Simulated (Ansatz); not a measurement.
Crystal: Pt.

```xyz
2
Lattice="2.7607 0.0000 0.0000 -1.3803 2.3908 0.0000 0.0000 0.0000 4.7921" Properties=species:S:1:pos:R:3 pbc="T T T"
Pt    0.0000    1.5939    1.1980
Pt    1.3803    0.7969    3.5941
```

This isn't the form of Pt at room conditions, which is fcc.

| Quantity | Value |
| --- | --- |
| Program | Ansatz 0.2.0 |
| Task | relaxation of cell and atoms |
| Functional | PBEsol0 |
| Potentials or basis | Ansatz PAW |
| Cutoff | 420 eV (not typed: the program's choice for these potentials) |
| k mesh | 6 × 6 × 3 |
| Occupations | fermi-dirac, width 0.05 eV |
| Spin | no spin polarisation |

At the start: volume 15.81 Å³/atom.

Problem. How do energy, volume and symmetry change on relaxing?

Solution. It ends after 5 steps and the volume is 14.79 Å³/atom (-6.5 %); space group P6_3/mmc (No. 194, to 0.05 Å).

The path:
```csv
step,energy change (eV),largest force (eV/Å),volume (Å³)
1,0.0000,0.0000,31.63
2,-0.1149,0.0000,29.92
3,-0.1186,0.0000,29.58
4,-0.1186,0.0000,29.58
5,-0.1176,0.0000,29.58
```

Final structure:
```yaml
crystal:
  lattice:
    - [2.69974, 0.00000, 0.00000]
    - [-1.34987, 2.33805, 0.00000]
    - [0.00000, 0.00000, 4.68638]
  atoms:
    - { symbol: Pt, position: [0.33333, 0.66667, 0.25000] }
    - { symbol: Pt, position: [0.66667, 0.33333, 0.75000] }
```

Caveat: the k mesh is coarse (spacing up to 0.44 Å⁻¹), so the values aren't converged, least of all with exact exchange; the plane-wave basis is chosen anew once the cell has moved, so the energies of steps on either side of that aren't comparable; the PAW data sets come from PBE, with cores solved anew for the run's functional, which leaves a small shift of forces and pressure.
